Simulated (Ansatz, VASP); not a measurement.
**Cross-check of PtS2 between VASP and Ansatz**

Wanted: the spread between two codes on one cell, functional and k mesh. The cell is taken from a series of runs on this material, whose earlier steps may have relaxed, scaled, displaced or heated it; both programs get it as it stands.

Calculated with Ansatz 0.2.0; plane waves, with VASP 6.6.1 beside it; PBEsol.

### 1. Starting point

The cell holds 3 atoms: 1 Pt and 2 S. Cell: a = 3.536 Å, b = 3.536 Å, c = 29.688 Å, α = 90.0°, β = 90.0°, γ = 120.0°. Vacuum lies along c.

### 2. Ansatz: single point, PBEsol

Ansatz runs on its default PAW (the set named soft_2) files.

With cell and atoms fixed, the geometry can't cause a difference; cores, projectors, grids and the points listed under the comparison can.

input.yaml reads:

```yaml
crystal:
  lattice:
    - [0.0, 2.50030696, 2.50030696]
    - [2.50030696, -2.50030696, 0.0]
    - [17.14028275, 17.14028275, -17.14028275]
  atoms:
    - { symbol: Pt, position: [0.0, 0.0, 0.3190518394] }
    - { symbol: S, position: [0.3333333333, 0.6666666667, 0.3600431717] }
    - { symbol: S, position: [0.6666666667, 0.3333333333, 0.2780605071] }
  periodic: [true, true, false]
kpoints:
  mp_grid: { grid: [12, 12, 1] }
  band_path:
    path:
      - [0.0, 0.0, 0.0]
      - [0.5, 0.0, 0.0]
      - [0.33333333, 0.33333333, 0.0]
      - [0.0, 0.0, 0.0]
    npoints: 10
hamiltonian:
  xc: pbesol
scf:
  occupations: { method: gaussian, width: 0.08 }
  n_extra_bands: 19
  max_iter: 150
  lower_state_search: "off"
output:
  eigenvalues: true
  forces: true
  stress: true
  fatbands: true
  write_density: true
  write_potential: true
  elf: true
  volumetric_format: npy
```

The run is started by

```bash
$ ansatz run input.yaml --threads 4 --pin off --max-ram 14745MiB --backend cpu --events-out ev --progress --plain --runs-dir out
```

Numbers of over 12 decimals in the logs are rounded to 6 here.

What it wrote:

```text
scf.n_extra_bands = 19 over 15 filled bands (N_el = 30.0): the run solves 34 bands
Engine: ansatz 0.2.0, aarch64-unknown-linux-gnu
Pseudopotentials: kind: paw
Pseudopotential: Pt, paw, valence charge 18, recommended cutoff 420 eV (normal), Pt.paw.azcp
Pseudopotential: S, paw, valence charge 6, recommended cutoff 420 eV (normal), S.paw.azcp
Functional definition: PBEsol
  exchange = pbesol_x
  correlation = pbesol_c
Crystal: 3 atoms, lattice volume = 321.459 Å³
Basis set: ecut = 420 eV, 6225 PW (Γ), exchange–correlation on 48×48×400 points (8 copies of the dense FFT grid, shifted against one another)
Bands: 34, of which v1, the nominal top of the filled ones, is band 15 counted from 1 (14 counted from 0)
Symmetry: 12 space group operations
Space group: P-3m1 (ITA 164), of the structure as read, at distance tolerance 6.9e-5 Å
k-points: 19 of 144
Non-local potential: Pt, projectors of the file, l = 0: 3, l = 1: 2, l = 2: 2, l = 3: 1
Non-local potential: S, projectors of the file, l = 0: 2, l = 1: 2, l = 2: 2
PAW form: soft (Blöchl's): semilocal exchange-correlation on the pseudo side does not see the compensation charge
PAW frozen core: Pt, regenerated for the run's functional, and the local potential with it (the file was generated under x = pbe(κ = 0.804, μ = 0.219515), c = pbe(β = 0.066725))
PAW frozen core: S, regenerated for the run's functional, and the local potential with it (the file was generated under x = pbe(κ = 0.804, μ = 0.219515), c = pbe(β = 0.066725))
PAW one-centre angular grid: Pt, 590 points (default); XC on 64 Gauss nodes
PAW one-centre angular grid: S, 110 points (default); XC on 64 Gauss nodes
Initial density: superposition of atomic densities (neutral atoms: chi_scale 0, normalization atom), corrected by the library's trained network
Initial wavefunctions: pseudopotential atomic-orbital guess
Functional: x = pbesol(κ = 0.804, μ = 0.123457), c = pbesol(β = 0.046)
SCF iter   1: F=—  HF=-14154.822136 eV  |F-HF|=—  |Δ(HF+E_count)|=         —  Δρ=1.87e-3  dr2=1.86e-2  ethr=1.77e-3  ⟨swp⟩=11.5  Hψ=5240  notcnv=0  defer=159
preconditioner: auto → none  [insulator: Δε(μ)=1.761 eV  Ē_g=14.087 eV  σ=0.080 eV  W_gap=1.00  n_scr=16 (ndim 8)  ℏωp=9.7 eV  f_vac=0.789  D(μ)=0.00/eV (n_scr^D=0)  ε∞_Penn≈1.5]
SCF iter   2: F=—  HF=-14154.821377 eV  |F-HF|=—  |Δ(HF+E_count)|=   7.59e-4  Δρ=1.76e-3  dr2=1.74e-2  ethr=6.21e-5  ⟨swp⟩=3.4  Hψ=1285  notcnv=0  defer=215
SCF iter   3: F=—  HF=-14154.818402 eV  |F-HF|=—  |Δ(HF+E_count)|=   2.97e-3  Δρ=6.48e-4  dr2=1.56e-3  ethr=5.81e-5  ⟨swp⟩=2.1  Hψ=562  notcnv=0  defer=215
SCF iter   4: F=—  HF=-14154.818516 eV  |F-HF|=—  |Δ(HF+E_count)|=   1.14e-4  Δρ=2.25e-4  dr2=8.55e-5  ethr=5.20e-6  ⟨swp⟩=3.5  Hψ=830  notcnv=0  defer=215
SCF iter   5: F=—  HF=-14154.818530 eV  |F-HF|=—  |Δ(HF+E_count)|=   1.38e-5  Δρ=6.91e-5  dr2=1.45e-5  ethr=2.85e-7  ⟨swp⟩=3.2  Hψ=949  notcnv=0  defer=221
SCF iter   6: F=—  HF=-14154.818531 eV  |F-HF|=—  |Δ(HF+E_count)|=   1.32e-6  Δρ=1.41e-5  dr2=5.47e-7  ethr=4.85e-8  ⟨swp⟩=2.8  Hψ=769  notcnv=0  defer=224
SCF iter   7: F=-14154.818532 eV  HF=-14154.818532 eV  |F-HF|=1.20e-8  |Δ(HF+E_count)|=   6.19e-7  Δρ=4.15e-6  dr2=3.67e-8  ethr=3.33e-10  ⟨swp⟩=34.6  Hψ=8864  notcnv=0
SCF 1 converged in 7 iterations: F = -14154.818532 eV  dr2 = 3.67e-8
  greatest PAW one-centre occupation: 1.000 electrons in one spin orbital (limit 2), on the Pt atom at site 0 (counted from 0), in its partial waves of l = 0
NSCF: frozen V_eff on 31 k-points
WARN: The input density's exchange-correlation potential varies sharply where the density is thin. Do not read a vacuum level from v_tot or v_xc, or from such a field of the output density. On a cell that repeats whose density bears no net charge and no dipole along the vacuum's axis use v_es (v_loc + v_h of the components); under efield.dipole_correction with no amplitude use v_es + v_field, which holds any external [...]
SCF converged after 7 iterations
Free energy (F): -14154.818532 eV
Harris-Foulkes:  -14154.818532 eV  (|F-HF|=1.20e-8)
Internal energy: -14154.818532 eV  (E = F + TS)
E sigma→0 (E₀):  -14154.818532 eV
Fermi energy:    -5.457440 eV
--- Per-component energies (eV) ---
  E_band       = -810.884780
  E_kinetic    = 850.370624
  E_local      = -50294.682648  (includes V_loc(G=0)·N_el)
  E_nonlocal   = 258.607262
  E_hartree    = 24575.982909
  E_xc         = -452.277492
  E_vxc        = -476.709388  (∫ρ·V_xc dr)
  E_paw        = -10484.042312  (= ΣΔE_a)
  E_vpaw       = -300.425548  (= ΣTr[D̂ρ^β])
  E_aug_tail   = 0.000180  (compensation charges beyond the density's cutoff)
  E_ewald      = 21390.812065
  E_core_change = 0.410880  (= ΣΔE_core)
  E_smearing   = -0.000000  (= −TS)
  E_closure    = 0.000000  (closes the sum)
  Σ components = -14154.818532   (vs F -14154.818532, Δ=0.00e0)
--- Forces (eV/Å), atoms counted from 1 ---
  atom   1  Pt    -0.00000000     0.00000000     0.00000000
  atom   2  S     -0.00200183    -0.00200183     0.00200183
  atom   3  S      0.00200183     0.00200183    -0.00200183
  max |Σ_I F_I| component: 1.30e-18 eV/Å
--- 2D stress c σ (N/m, compression-positive) ---
       -0.012621       0.006311      -0.006311
        0.006311      -0.012621      -0.006311
       -0.006311      -0.006311      -0.012621
  P = ½ c Tr σ = -0.0189 N/m
--- Band table (eV; the first three rows and the last of 19) ---
  k-point 0: bands = [... 11 lower, -7.1476, -7.0737, -6.6378, -6.6378, -3.0327, -3.0327, -0.8460 (-0.8462°), -0.6554 (-0.6557°), ... 15 higher]
  k-point 1: bands = [... 11 lower, -7.5679, -6.9296, -6.5940, -6.4445, -3.4945, -3.1611, -0.6361 (-0.6365°), -0.3990 (-0.4002°), ... 15 higher]
  k-point 2: bands = [... 11 lower, -8.1260, -6.6335, -6.5741, -6.3792, -4.2856, -3.3980, -0.1501 (-0.1511°), 0.0100 (0.0075°), ... 15 higher]
  k-point 18: bands = [... 11 lower, -8.9501, -8.7076, -7.0927, -7.0927, -4.1730, -4.1730, 0.6065, 2.6399, ... 15 higher]
  ° read free of the cell's end (the report's vacuum.weakly_bound_levels)
  °? not known for the slab's own: over its row's bound_up_to_ev there, or no deeper under its free states than its continued_xc_part_ev in size
```

Reading the cycles: dr2 is the Hartree energy of the density residual (eV), the measure of convergence; HF is the Harris–Foulkes estimate of the energy, which meets the free energy F at convergence.

### 3. VASP: single point, PBEsol

The same cell, functional, mesh and smearing now go to VASP, with its own data sets.

Lines of VASP's logs that name or quote its potential files are left out, and so is its time.

INCAR reads:

```
SYSTEM = PtS2
PREC = Accurate
ENCUT = 400
EDIFF = 1E-06
NELM = 120
ISMEAR = 0
SIGMA = 0.08
LREAL = .FALSE.
ALGO = Normal
GGA = PS
NBANDS = 17
LASPH = .TRUE.
LORBIT = 11
LWAVE = .FALSE.
LCHARG = .FALSE.
ISIF = 2
LDIPOL = .TRUE.
IDIPOL = 3
DIPOL = 0.5 0.5 0.319
LVHAR = .TRUE.
GGA_COMPAT = .FALSE.
EFERMI = MIDGAP
NELMDL = -8
```

POSCAR reads:

```
PtS2
1.0
    0.0000000000      2.5003069600      2.5003069600
    2.5003069600     -2.5003069600      0.0000000000
   17.1402827500     17.1402827500    -17.1402827500
Pt S
1 2
Direct
    0.0000000000      0.0000000000      0.3190518394
    0.3333333333      0.6666666667      0.3600431717
    0.6666666667      0.3333333333      0.2780605071
```

KPOINTS reads:

```
Automatic mesh
0
Gamma
12 12 1
0 0 0
```

The projector-augmented-wave data sets are Pt and S (PBE family, release 64).

The run is started by

```bash
$ mpirun -np 1 vasp_std
```

What it wrote:

```text
[banner, memory and clock lines left out]
running    1 mpi-ranks, on    1 nodes
 distrk:  each k-point on    1 cores,    1 groups
 distr:  one band on    1 cores,    1 groups

 POSCAR found type information on POSCAR PtS
 POSCAR found :  2 types and       3 ions
|                                                                             |
|               ----> ADVICE to this user running VASP <----                  |
|                                                                             |
|     You enforced a specific xc type in the INCAR file but a different       |
|     [... a line on the potential file left out ...]
|     I HOPE YOU KNOW WHAT YOU ARE DOING!                                     |
|                                                                             |

 LDA part: xc-table for (Slater+PW92), standard interpolation
 POSCAR, INCAR and KPOINTS ok, starting setup
 FFT: planning ... GRIDC
 FFT: planning ... GRID_SOFT
 FFT: planning ... GRID
 WAVECAR not read
 entering main loop
       N       E                     dE             d eps       ncg     rms          rms(c)
DAV:   1     0.165335383730E+03    0.16534E+03   -0.62146E+03   646   0.744E+02
DAV:   2     0.763714647007E+00   -0.16457E+03   -0.15593E+03  1078   0.156E+02
DAV:   3    -0.180112568694E+02   -0.18775E+02   -0.18679E+02   839   0.691E+01
DAV:   4    -0.183150091309E+02   -0.30375E+00   -0.30344E+00   837   0.107E+01
DAV:   5    -0.183224383700E+02   -0.74292E-02   -0.74274E-02   939   0.159E+00
DAV:   6    -0.183227002370E+02   -0.26187E-03   -0.26186E-03   946   0.277E-01
DAV:   7    -0.183227084733E+02   -0.82363E-05   -0.82362E-05   945   0.448E-02
DAV:   8    -0.183227089205E+02   -0.44721E-06   -0.44725E-06   882   0.959E-03    0.184E+01
DAV:   9    -0.171801019500E+02    0.11426E+01   -0.73449E+00   768   0.249E+01    0.114E+01
DAV:  10    -0.170246109800E+02    0.15549E+00   -0.20274E+00   726   0.141E+01    0.437E+00
DAV:  11    -0.169431575316E+02    0.81453E-01   -0.17151E-01   776   0.421E+00    0.967E-01
DAV:  12    -0.169385225419E+02    0.46350E-02   -0.35323E-02   845   0.156E+00    0.283E-01
DAV:  13    -0.169387076610E+02   -0.18512E-03   -0.19308E-03   818   0.302E-01    0.341E-01
DAV:  14    -0.169389627655E+02   -0.25510E-03   -0.89744E-04   862   0.263E-01    0.387E-01
[...]
DAV:  23    -0.169389083858E+02    0.46684E-04   -0.43522E-05   792   0.327E-02    0.137E-01
DAV:  24    -0.169388922176E+02    0.16168E-04   -0.21979E-05   754   0.238E-02    0.674E-02
DAV:  25    -0.169388911881E+02    0.10296E-05   -0.84811E-06   766   0.150E-02    0.238E-02
DAV:  26    -0.169388962721E+02   -0.50840E-05   -0.19687E-06   651   0.762E-03    0.321E-03
DAV:  27    -0.169388996731E+02   -0.34010E-05   -0.25129E-07   689   0.305E-03    0.907E-04
DAV:  28    -0.169389038761E+02   -0.42030E-05   -0.19679E-07   654   0.182E-03    0.211E-03
DAV:  29    -0.169389050436E+02   -0.11675E-05   -0.18233E-08   752   0.796E-04    0.181E-03
DAV:  30    -0.169389059657E+02   -0.92215E-06   -0.22122E-08   673   0.764E-04
   1 F= -.16938906E+02 E0= -.16938906E+02  d E =-.922961E-57
```

Parts of OUTCAR (step 3):

```text
ion  position               nearest neighbor table
   1  0.000  0.000  0.319-   3 2.38   2 2.38   3 2.38   3 2.38   2 2.38   2 2.38
   2  0.333  0.667  0.360-   1 2.38   1 2.38   1 2.38
   3  0.667  0.333  0.278-   1 2.38   1 2.38   1 2.38

  LATTYP: Found a hexagonal cell.
 ALAT       =     3.5359680129
 C/A-ratio  =     8.3959584675

 Subroutine GETGRP returns: Found 12 space group operations
 (whereof  6 operations were pure point group operations)

The static configuration has the point symmetry C_3v.
 The point group associated with its full space group is D_3d.

 Found     19 irreducible k-points:

   k-points           NKPTS =     19   k-points in BZ     NKDIM =     19   number of bands    NBANDS=     17

   dimension x,y,z NGX =    24 NGY =   24 NGZ =  196
   dimension x,y,z NGXF=    48 NGYF=   48 NGZF=  392

   ENCUT  =  400.0 eV  29.40 Ry    5.42 a.u.   5.77  5.77 48.41*2*pi/ulx,y,z

   NELECT =      22.0000    total number of electrons

 k-points in reciprocal lattice and weights: Automatic mesh
   0.00000000  0.00000000  0.00000000       0.007
   0.08333333  0.00000000  0.00000000       0.042
   0.16666667  0.00000000  0.00000000       0.042
   0.25000000  0.00000000  0.00000000       0.042
   0.33333333  0.00000000  0.00000000       0.042
   0.41666667  0.00000000  0.00000000       0.042
   0.50000000  0.00000000  0.00000000       0.021
   0.08333333  0.08333333  0.00000000       0.042
   0.16666667  0.08333333  0.00000000       0.083
[...]
0.33333333  0.25000000  0.00000000       0.083
   0.33333333  0.33333333  0.00000000       0.014

 dipolmoment           0.000000      0.000000     -0.000000 electrons x Angstroem

 average (electrostatic) potential at core
       1 -78.2713       2 -95.4463       3 -95.4463

 E-fermi :  -3.3590

 k-point     1 :       0.0000    0.0000    0.0000
  band No.  band energies     occupation
    ...
      7      -7.2616      2.00000
      8      -5.0622      2.00000
      9      -4.9730      2.00000
     10      -4.5371      2.00000
     11      -4.5371      2.00000
     12      -0.9380      0.00000
     13      -0.9380      0.00000
     14       1.2394      0.00000
     15       1.4642      0.00000
     16       1.9318      0.00000
    ...

 k-point     2 :       0.0833    0.0000    0.0000
  band No.  band energies     occupation
    ...
      7      -7.3350      2.00000
      8      -5.4777      2.00000
      9      -4.8298      2.00000
     10      -4.4934      2.00000
     11      -4.3479      2.00000
     12      -1.3991      0.00000
     13      -1.0662      0.00000
     14       1.4467      0.00000
     15       1.7005      0.00000
     16       2.2153      0.00000
    ...

 k-point     3 :       0.1667    0.0000    0.0000
  band No.  band energies     occupation
    ...
      7      -7.4831      2.00000
      8      -6.0325      2.00000
      9      -4.5372      2.00000
     10      -4.4737      2.00000
     11      -4.2838      2.00000
     12      -2.1881      0.00000
     13      -1.3026      0.00000
     14       1.9275      0.00000
     15       2.0904      0.00000
     16       2.5696      0.00000
    ...

  Total       -0.1161653     -0.1161653     -0.1161653      0.0161422     -0.0161422     -0.0161422
  in kB       -0.5789767     -0.5789767     -0.5789767      0.0804541     -0.0804541     -0.0804541
  external PRESSURE =      -0.5789767 kB  Pullay stress =       0.0000000 kB

  energy-cutoff  :      400.00
  volume of cell :      321.46
      direct lattice vectors                 reciprocal lattice vectors
     0.000000000  2.500306960  2.500306960     0.133316964  0.133316964  0.266633928
     2.500306960 -2.500306960  0.000000000     0.266633928 -0.133316964  0.133316964
    17.140282750 17.140282750-17.140282750     0.019447365  0.019447365 -0.019447365

 POSITION                                       TOTAL-FORCE (eV/Angst)
 -----------------------------------------------------------------------------------
      5.46864      5.46864     -5.46864         0.000000      0.000000     -0.000000
      7.83811      5.33781     -5.33781        -0.014482     -0.014482      0.014482
      5.59947      5.59947     -3.09916         0.014482      0.014482     -0.014482
 -----------------------------------------------------------------------------------
    total drift:                                0.000005      0.000005     -0.000005

  FREE ENERGIE OF THE ION-ELECTRON SYSTEM (eV)
  ---------------------------------------------------
  free  energy   TOTEN  =       -16.9389059657 eV

  energy  without entropy=      -16.9389059657  energy(sigma->0) =      -16.93890597

 vacuum level on the upper side and lower side of the slab         2.077         2.077

 total charge
# of ion       s       p       d       tot
------------------------------------------
    1        0.702   0.809   7.990   9.502
    2        1.352   2.268   0.000   3.620
    3        1.352   2.268   0.000   3.620
--------------------------------------------------
tot          3.406   5.345   7.990  16.741

[... 3 further parts left out ...]
```

### 4. Side by side

Known differences besides the potentials themselves: Ansatz cuts the interaction across the vacuum, VASP repeats the sheet with a dipole correction (LDIPOL); the data sets hold 30 valence electrons in Ansatz (on its default PAW (the set named soft_2) files) and 22 in VASP; the cutoff is 420 eV in Ansatz and 400 eV in VASP; Ansatz makes its cores anew for this functional, VASP keeps those of its PBE data sets. Total energies have different zeros and are not compared.

Compared:

```
              quantity  Ansatz   VASP  difference
gap on the k mesh (eV)   1.785  1.794      -0.009
```

The largest component of a force difference here is 12 meV/Å. A gap on the mesh is an upper bound, since the band edges may lie between its points; neither run holds spin-orbit coupling, which can move the band edges of a compound of Pt. Where the cell holds vacuum, a pressure given here is an average over it and none of the material.

### 5. What came out

```json
{
  "difference in gap on the k mesh (single point, PBEsol)": "-0.0087 eV",
  "r.m.s. force difference (single point, PBEsol)": "10 meV/Å"
}
```

In words: The r.m.s. force difference is 10 meV/Å (single point, PBEsol), within the 12 meV/Å picked in this series as the mark of a large difference. The data sets hold unlike numbers of valence electrons (30 in Ansatz and 22 in VASP), so part of the differences may come from the potentials. How closely two codes agree says nothing of how well the functional describes the real material.

[Lines on the potential files, build, host, timing and source positions are cut from VASP's logs without a mark.]

[Logs are printed without paths, hosts, clocks, repeated set-up lines and the standing remarks that a program may print on its own settings, such as how far it seeks lower states.]

[Hosts, paths, dates, database ids (printed as entryN), source tags and the programs' standing remarks are cut or masked in the printed files.]
